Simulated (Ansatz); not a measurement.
Suppose InAs takes space group P6/mmm (No. 191), with In on 1a; As on 1b.

All numbers below come from DFT PBE, scalar-relativistic, plane waves, PAW (Ansatz). Cutoff 420 eV, Γ-centred mesh, Gaussian smearing, no spin polarisation.

Formation energies are uncorrected and refer to the elements' standard structures at the same level.

Q: Predict the relaxed structure.

A:

Space group P6/mmm (No. 191). a = 3.040 Å, b = 3.040 Å, c = 5.796 Å, α = 90.00°, β = 90.00°, γ = 120.00°
| atom | site | symmetry | x | y | z |
| --- | --- | --- | --- | --- | --- |
| In | 1a | 6/mmm | 0.0000 | 0.0000 | 0.0000 |
| As | 1b | 6/mmm | 0.0000 | 0.0000 | 0.5000 |

In is surrounded by 2 As at 2.90 Å and 6 In at 3.04 Å; As is surrounded by 2 In at 2.90 Å and 6 As at 3.04 Å. Another local minimum with the same sites may exist.

Q: And its energy and gap?

A: The formation energy is +0.16 eV/atom and the gap on the 24×24×10 mesh of the 2-atom cell is 0 eV (a metal). The separate elements lie lower, so it is unstable against them.

The last run used Gaussian smearing of 0.10 eV. The reference form of As is held partly by dispersion forces, which this level lacks. Symmetry constrained the relaxation, so the result can be a saddle point. Another cell of InAs relaxed alike, in F-43m (a cell as deposited in COD), lies 0.41 eV/atom lower, so this cell isn't the stable form at this level.
